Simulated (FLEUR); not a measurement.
# Si (I4/mmm) in FLEUR: notebook

The runs below take Si through band structure, equation of state, with r2SCAN.

Everything below comes from runs of FLEUR MaX-R8.1 (later development tree). Logs are shortened: lines on timing, memory, paths and dates and some standing lists are left out, and cuts for length are marked.

## Step 1: Starting point

It takes space group I4/mmm (No. 139, tetragonal). The conventional cell has a = 3.254 Å, b = 3.254 Å, c = 2.641 Å, α = 90.00°, β = 90.00°, γ = 90.00°. Si (site symmetry 4/mmm) is surrounded by 10 Si at 2.64 to 2.65 Å.

This isn't the form of Si at room conditions, which is diamond.

## Step 2: Band structure, r2SCAN

File inp.xml:

```xml
<?xml version="1.0" encoding="UTF-8" standalone="no"?>
<fleurInput fleurInputVersion="0.39">
   <comment>
      Si                                                                                                  
   </comment>
   <calculationSetup>
      <cutoffs Kmax="4.24" Gmax="13.2" GmaxXC="13.2" numbands="0"/>
      <scfLoop itmax="80" minDistance="0.0001" maxIterBroyd="30" imix="Anderson" alpha="0.05" precondParam="0.0" spinf="2.0" sdNocoIR="T"/>
      <coreElectrons ctail="F" frcor="F" kcrel="0" coretail_lmax="0"/>
      <xcFunctional name="LibXC" relativisticCorrections="F">
         <LibXCName exchange="mgga_x_r2scan" correlation="mgga_c_r2scan"/>
         <AuxGGA exchange="117" correlation="130"/>
      </xcFunctional>
      <magnetism jspins="1"/>
      <soc l_soc="F" theta="0.0" phi="0.0" spav="F"/>
      <expertModes spex="0" secvar="F"/>
      <geometryOptimization l_f="F" forcealpha="1.0" forcemix="BFGS" epsdisp="0.00001" epsforce="0.00001"/>
      <ldaU l_linMix="F" mixParam="0.05" spinf="1.0"/>
   </calculationSetup>
   <cell>
      <bzIntegration valenceElectrons="12.0" mode="hist" fermiSmearingEnergy="0.00183747">
         <kPointListSelection listName="default-1"/>
         <!-- k-points included here -->
         <xi:include xmlns:xi="http://www.w3.org/2001/XInclude" href="kpts.xml"> </xi:include>
      </bzIntegration>
      <!-- symmetry operations included here -->
      <xi:include xmlns:xi="http://www.w3.org/2001/XInclude" href="sym.xml"> </xi:include>
      <bulkLattice scale="1.0">
         <bravaisMatrix>
            <row-1>   -3.0744236457227805     3.0744236457227805     2.4950618106341991</row-1>
            <row-2>    3.0744236457227805    -3.0744236457227805     2.4950618106341991</row-2>
            <row-3>    3.0744236457227805     3.0744236457227805    -2.4950618106341991</row-3>
         </bravaisMatrix>
      </bulkLattice>
   </cell>
   <atomSpecies>
      <species name="Silicon (Si)" element="Si" atomicNumber="14">
         <mtSphere radius="2.31" gridPoints="763" logIncrement="0.015"/>
         <atomicCutoffs lmax="9" lnonsphr="9"/>
         <electronConfig flipSpins="F">
            <coreConfig>(1s1/2)</coreConfig>
            <valenceConfig>(2s1/2) (2p1/2) (2p3/2) (3s1/2) (3p1/2) (3p3/2)</valenceConfig>
            <stateOccupation state="(3p1/2)" spinUp="0.333333" spinDown="0.333333"/>
            <stateOccupation state="(3p3/2)" spinUp="0.666667" spinDown="0.666667"/>
         </electronConfig>
         <energyParameters s="3" p="3" d="3" f="4"/>
         <lo type="SCLO" l="0" n="2" eDeriv="0"/>
         <lo type="SCLO" l="1" n="2" eDeriv="0"/>
         <lo type="SCLO" l="2" n="3" eDeriv="2"/>
         <lo type="SCLO" l="3" n="4" eDeriv="2"/>
      </species>
   </atomSpecies>
   <atomGroups>
      <atomGroup species="Silicon (Si)">
         <relPos label="                   1">.0000000000 .0000000000 .0000000000</relPos>
         <force calculate="T" relaxXYZ="TTT"/>
      </atomGroup>
   </atomGroups>
   <output dos="F" band="F" slice="F">
      <checks vchk="F" cdinf="F"/>
      <bandDOS minEnergy="-.5*Htr" maxEnergy="0.5*Htr" sigma="0.015" storeEVData="T"/>
      <vacuumDOS vacdos="F" integ="F" star="F" nstars="0" locx1="0.0" locy1="0.0" locx2="0.0" locy2="0.0" nstm="0" tworkf="0.0"/>
      <unfoldingBand unfoldBand="F" supercellX="1" supercellY="1" supercellZ="1"/>
      <plotting iplot="0" polar="F">
         <plot TwoD="T" vec1="  1.0  0.0  0.0" vec2="  0.0  1.0  0.0" vec3="  0.0  0.0  1.0" zero="  0.0  0.0  0.0" file="plot"/>
      </plotting>
      <chargeDensitySlicing numkpt="0" minEigenval="0.0" maxEigenval="0.0" nnne="0" pallst="F"/>
      <specialOutput eonly="F"/>
      <moessbauerParams electricFieldGradient="T" isomerShift="T" coreHyperfine="T" valenceHyperfine="T"/>
      <magneticCircularDichroism mcd="F" energyLo="-10.0" energyUp="0.0"/>
   </output>
  <!-- We include the file relax.xml here to enable relaxations (see documentation) -->
  <xi:include xmlns:xi="http://www.w3.org/2001/XInclude" href="relax.xml"> <xi:fallback/> </xi:include>
</fleurInput>
```

File crystal.txt:

```
Si
&input cartesian=F /
-1.6269149300  1.6269149300  1.3203298500
1.6269149300  -1.6269149300  1.3203298500
1.6269149300  1.6269149300  -1.3203298500
1.8897261246
1.0 1.0 1.0

1
14 0.0000000000  0.0000000000  0.0000000000

&kpt div1=13 div2=13 div3=13 gamma=T /
```

File inp.xml (bands):

```
<?xml version="1.0" encoding="UTF-8" standalone="no"?>
<fleurInput fleurInputVersion="0.39">
   <comment>
      Si                                                                                                  
   </comment>
   <calculationSetup>
      <cutoffs Kmax="4.24" Gmax="13.2" GmaxXC="13.2" numbands="0"/>
      <scfLoop itmax="80" minDistance="0.0001" maxIterBroyd="30" imix="Anderson" alpha="0.05" precondParam="0.0" spinf="2.0" sdNocoIR="T"/>
      <coreElectrons ctail="F" frcor="F" kcrel="0" coretail_lmax="0"/>
      <xcFunctional name="LibXC" relativisticCorrections="F">
         <LibXCName exchange="mgga_x_r2scan" correlation="mgga_c_r2scan"/>
         <AuxGGA exchange="117" correlation="130"/>
      </xcFunctional>
      <magnetism jspins="1"/>
      <soc l_soc="F" theta="0.0" phi="0.0" spav="F"/>
      <expertModes spex="0" secvar="F"/>
      <geometryOptimization l_f="F" forcealpha="1.0" forcemix="BFGS" epsdisp="0.00001" epsforce="0.00001"/>
      <ldaU l_linMix="F" mixParam="0.05" spinf="1.0"/>
   </calculationSetup>
   <cell>
      <bzIntegration valenceElectrons="12.0" mode="hist" fermiSmearingEnergy="0.00183747">
         <kPointListSelection listName="path-1"/>
         <!-- k-points included here -->
         <xi:include xmlns:xi="http://www.w3.org/2001/XInclude" href="kpts.xml"> </xi:include>
      </bzIntegration>
      <!-- symmetry operations included here -->
      <xi:include xmlns:xi="http://www.w3.org/2001/XInclude" href="sym.xml"> </xi:include>
      <bulkLattice scale="1.0">
         <bravaisMatrix>
            <row-1>   -3.0744236457227805     3.0744236457227805     2.4950618106341991</row-1>
            <row-2>    3.0744236457227805    -3.0744236457227805     2.4950618106341991</row-2>
            <row-3>    3.0744236457227805     3.0744236457227805    -2.4950618106341991</row-3>
         </bravaisMatrix>
      </bulkLattice>
   </cell>
   <atomSpecies>
      <species name="Silicon (Si)" element="Si" atomicNumber="14">
         <mtSphere radius="2.31" gridPoints="763" logIncrement="0.015"/>
         <atomicCutoffs lmax="9" lnonsphr="9"/>
         <electronConfig flipSpins="F">
            <coreConfig>(1s1/2)</coreConfig>
            <valenceConfig>(2s1/2) (2p1/2) (2p3/2) (3s1/2) (3p1/2) (3p3/2)</valenceConfig>
            <stateOccupation state="(3p1/2)" spinUp="0.333333" spinDown="0.333333"/>
            <stateOccupation state="(3p3/2)" spinUp="0.666667" spinDown="0.666667"/>
         </electronConfig>
         <energyParameters s="3" p="3" d="3" f="4"/>
         <lo type="SCLO" l="0" n="2" eDeriv="0"/>
         <lo type="SCLO" l="1" n="2" eDeriv="0"/>
         <lo type="SCLO" l="2" n="3" eDeriv="2"/>
         <lo type="SCLO" l="3" n="4" eDeriv="2"/>
      </species>
   </atomSpecies>
   <atomGroups>
      <atomGroup species="Silicon (Si)">
         <relPos label="                   1">.0000000000 .0000000000 .0000000000</relPos>
         <force calculate="T" relaxXYZ="TTT"/>
      </atomGroup>
   </atomGroups>
   <output dos="F" band="T" slice="F">
      <checks vchk="F" cdinf="F"/>
      <bandDOS minEnergy="-.5*Htr" maxEnergy="0.5*Htr" sigma="0.015" storeEVData="T"/>
      <vacuumDOS vacdos="F" integ="F" star="F" nstars="0" locx1="0.0" locy1="0.0" locx2="0.0" locy2="0.0" nstm="0" tworkf="0.0"/>
      <unfoldingBand unfoldBand="F" supercellX="1" supercellY="1" supercellZ="1"/>
      <plotting iplot="0" polar="F">
         <plot TwoD="T" vec1="  1.0  0.0  0.0" vec2="  0.0  1.0  0.0" vec3="  0.0  0.0  1.0" zero="  0.0  0.0  0.0" file="plot"/>
      </plotting>
      <chargeDensitySlicing numkpt="0" minEigenval="0.0" maxEigenval="0.0" nnne="0" pallst="F"/>
      <specialOutput eonly="F"/>
      <moessbauerParams electricFieldGradient="T" isomerShift="T" coreHyperfine="T" valenceHyperfine="T"/>
      <magneticCircularDichroism mcd="F" energyLo="-10.0" energyUp="0.0"/>
   </output>
  <!-- We include the file relax.xml here to enable relaxations (see documentation) -->
  <xi:include xmlns:xi="http://www.w3.org/2001/XInclude" href="relax.xml"> <xi:fallback/> </xi:include>
</fleurInput>
```

Potentials or basis: all-electron, FLAPW.

Launch:

```bash
> inpgen -f crystal.txt -profile fastHighL
> # inp.xml edited to the form shown
> fleur_MPI
> fleur_MPI   # second run, on inp.xml (bands)
```

Output:

```text
Welcome to FLEUR        (www.flapw.de)
      MaX-Release 8.1          (www.max-centre.eu)
 func_ids         498         497         498         497
 MetaGGA potential functional detected - V_tau will be computed
 Auxiliary Potential for radial basis: exchange=         117  correlation=         130
The functional 'Re-regularized SCAN exchange by Furness et al' is an exchange functional, it belongs to the 'MGGA' family and is defined in the reference(s):
[1] J. W. Furness, A. D. Kaplan, J. Ning, J. P. Perdew, and J. Sun.,  J. Phys. Chem. Lett. 11, 8208-8215 (2020)
[2] J. W. Furness, A. D. Kaplan, J. Ning, J. P. Perdew, and J. Sun.,  J. Phys. Chem. Lett. 11, 9248-9248 (2020)
The functional 'Re-regularized SCAN correlation by Furness et al' is a correlation functional, it belongs to the 'MGGA' family and is defined in the reference(s):
[1] J. W. Furness, A. D. Kaplan, J. Ning, J. P. Perdew, and J. Sun.,  J. Phys. Chem. Lett. 11, 8208-8215 (2020)
[2] J. W. Furness, A. D. Kaplan, J. Ning, J. P. Perdew, and J. Sun.,  J. Phys. Chem. Lett. 11, 9248-9248 (2020)
 Using same functional for VXC and EXC

 ========== k-point set info ==========
 Selected k-point list: default-1
 k-point list type: mesh
 13 x 13 x 13
 Number of k points: 196

 ------------Calculation Setup---------------------------
 Number of MPI-tasks      :            1
 Number of PE/node        :            1
 Number of OMP-threads    :            1
 Most efficient MPI parallelization for:
           1           2           4           7          14          28          49          98         196
 Additional eigenvalue parallelization possible
 Number of basis functions:          157
 Approximate size of matrices (H+S) per k-point:         0.000 GB
 --------------------------------------------------------
The functional 'Hammer, Hansen, and Norskov' is an exchange functional, it belongs to the 'GGA' family and is defined in the reference(s):
[... 6 lines left out ...]
 Reset of history
 Reset of history
 Iteration:     1   Distance:      13.60163719 me/bohr^3
The functional 'Hammer, Hansen, and Norskov' is an exchange functional, it belongs to the 'GGA' family and is defined in the reference(s):
[1] B. Hammer, L. B. Hansen, and J. K. Nørskov.,  Phys. Rev. B 59, 7413 (1999)
The functional 'Perdew, Burke & Ernzerhof' is a correlation functional, it belongs to the 'GGA' family and is defined in the reference(s):
[1] J. P. Perdew, K. Burke, and M. Ernzerhof.,  Phys. Rev. Lett. 77, 3865 (1996)
[2] J. P. Perdew, K. Burke, and M. Ernzerhof.,  Phys. Rev. Lett. 78, 1396 (1997)
 Using same functional for VXC and EXC
 Iteration:     2   Distance:      13.13151545 me/bohr^3
The functional 'Hammer, Hansen, and Norskov' is an exchange functional, it belongs to the 'GGA' family and is defined in the reference(s):
[1] B. Hammer, L. B. Hansen, and J. K. Nørskov.,  Phys. Rev. B 59, 7413 (1999)
The functional 'Perdew, Burke & Ernzerhof' is a correlation functional, it belongs to the 'GGA' family and is defined in the reference(s):
[1] J. P. Perdew, K. Burke, and M. Ernzerhof.,  Phys. Rev. Lett. 77, 3865 (1996)
[2] J. P. Perdew, K. Burke, and M. Ernzerhof.,  Phys. Rev. Lett. 78, 1396 (1997)
 Using same functional for VXC and EXC
 Iteration:     3   Distance:      12.44798355 me/bohr^3
The functional 'Hammer, Hansen, and Norskov' is an exchange functional, it belongs to the 'GGA' family and is defined in the reference(s):
[1] B. Hammer, L. B. Hansen, and J. K. Nørskov.,  Phys. Rev. B 59, 7413 (1999)
The functional 'Perdew, Burke & Ernzerhof' is a correlation functional, it belongs to the 'GGA' family and is defined in the reference(s):
[1] J. P. Perdew, K. Burke, and M. Ernzerhof.,  Phys. Rev. Lett. 77, 3865 (1996)
[2] J. P. Perdew, K. Burke, and M. Ernzerhof.,  Phys. Rev. Lett. 78, 1396 (1997)
 Using same functional for VXC and EXC
 Iteration:     4   Distance:       0.59431093 me/bohr^3
The functional 'Hammer, Hansen, and Norskov' is an exchange functional, it belongs to the 'GGA' family and is defined in the reference(s):
[1] B. Hammer, L. B. Hansen, and J. K. Nørskov.,  Phys. Rev. B 59, 7413 (1999)
The functional 'Perdew, Burke & Ernzerhof' is a correlation functional, it belongs to the 'GGA' family and is defined in the reference(s):
[1] J. P. Perdew, K. Burke, and M. Ernzerhof.,  Phys. Rev. Lett. 77, 3865 (1996)
[2] J. P. Perdew, K. Burke, and M. Ernzerhof.,  Phys. Rev. Lett. 78, 1396 (1997)
 Using same functional for VXC and EXC
 Iteration:     5   Distance:       0.39815874 me/bohr^3
The functional 'Hammer, Hansen, and Norskov' is an exchange functional, it belongs to the 'GGA' family and is defined in the reference(s):
[... 25 lines left out ...]
 Using same functional for VXC and EXC
 Iteration:     9   Distance:       0.00296550 me/bohr^3
The functional 'Hammer, Hansen, and Norskov' is an exchange functional, it belongs to the 'GGA' family and is defined in the reference(s):
[1] B. Hammer, L. B. Hansen, and J. K. Nørskov.,  Phys. Rev. B 59, 7413 (1999)
The functional 'Perdew, Burke & Ernzerhof' is a correlation functional, it belongs to the 'GGA' family and is defined in the reference(s):
[1] J. P. Perdew, K. Burke, and M. Ernzerhof.,  Phys. Rev. Lett. 77, 3865 (1996)
[2] J. P. Perdew, K. Burke, and M. Ernzerhof.,  Phys. Rev. Lett. 78, 1396 (1997)
 Using same functional for VXC and EXC
 Iteration:    10   Distance:       0.00034919 me/bohr^3
The functional 'Hammer, Hansen, and Norskov' is an exchange functional, it belongs to the 'GGA' family and is defined in the reference(s):
[1] B. Hammer, L. B. Hansen, and J. K. Nørskov.,  Phys. Rev. B 59, 7413 (1999)
The functional 'Perdew, Burke & Ernzerhof' is a correlation functional, it belongs to the 'GGA' family and is defined in the reference(s):
[1] J. P. Perdew, K. Burke, and M. Ernzerhof.,  Phys. Rev. Lett. 77, 3865 (1996)
[2] J. P. Perdew, K. Burke, and M. Ernzerhof.,  Phys. Rev. Lett. 78, 1396 (1997)
 Using same functional for VXC and EXC
 Iteration:    11   Distance:       0.00033267 me/bohr^3
The functional 'Hammer, Hansen, and Norskov' is an exchange functional, it belongs to the 'GGA' family and is defined in the reference(s):
[1] B. Hammer, L. B. Hansen, and J. K. Nørskov.,  Phys. Rev. B 59, 7413 (1999)
The functional 'Perdew, Burke & Ernzerhof' is a correlation functional, it belongs to the 'GGA' family and is defined in the reference(s):
[1] J. P. Perdew, K. Burke, and M. Ernzerhof.,  Phys. Rev. Lett. 77, 3865 (1996)
[2] J. P. Perdew, K. Burke, and M. Ernzerhof.,  Phys. Rev. Lett. 78, 1396 (1997)
 Using same functional for VXC and EXC
 Iteration:    12   Distance:       0.00001251 me/bohr^3

 ********************************************************************
 Run finished successfully
 Stop message:
   all done
 ********************************************************************
```

Run time: 21 s. Hardware: 1 thread of Intel Xeon 6975P-C (Granite Rapids), shared host; peak memory 0.07 GiB.

What came out:

* Free energy: -7894.6851 eV
* Band gap along the path: none (metal or under the smearing width)
* Valence electrons inside the program's atomic spheres: Si 10.49 (radii Si 2.31 bohr)

Levels at the corners of the path, in eV from the Fermi level:
```
point  band 5  band 6  band 7  band 8  band 9  band 10
    Γ  -15.64   10.09   10.93   10.93   13.88    15.23
    X   -9.00   -7.93    9.82   12.16   12.54    12.74
    M   -2.62   -2.62   -1.33    1.25    4.53     7.10
    Γ  -15.64   10.09   10.93   10.93   13.88    15.23
    Z   -2.03   -2.03   -1.42   -0.05    1.90    13.26
    P   -4.21   -3.02   -2.63   -2.63   20.57    20.84
    N   -6.94   -6.33    5.16    6.57    7.12    10.12
   Z1   -2.03   -2.03   -1.42   -0.05    1.90    13.26
    M   -2.62   -2.62   -1.33    1.25    4.53     7.10
    X   -9.00   -7.93    9.82   12.16   12.54    12.74
    P   -4.21   -3.02   -2.63   -2.63   20.57    20.84
```

Core levels (eV from the Fermi level):
```
atom         levels
1 Si  1s1/2 -1781.5
```

Caveat: the meta-GGA is that of a development version, with a GGA for the radial functions and cores and without core tails.

(Part 1 of 2 ends here.)
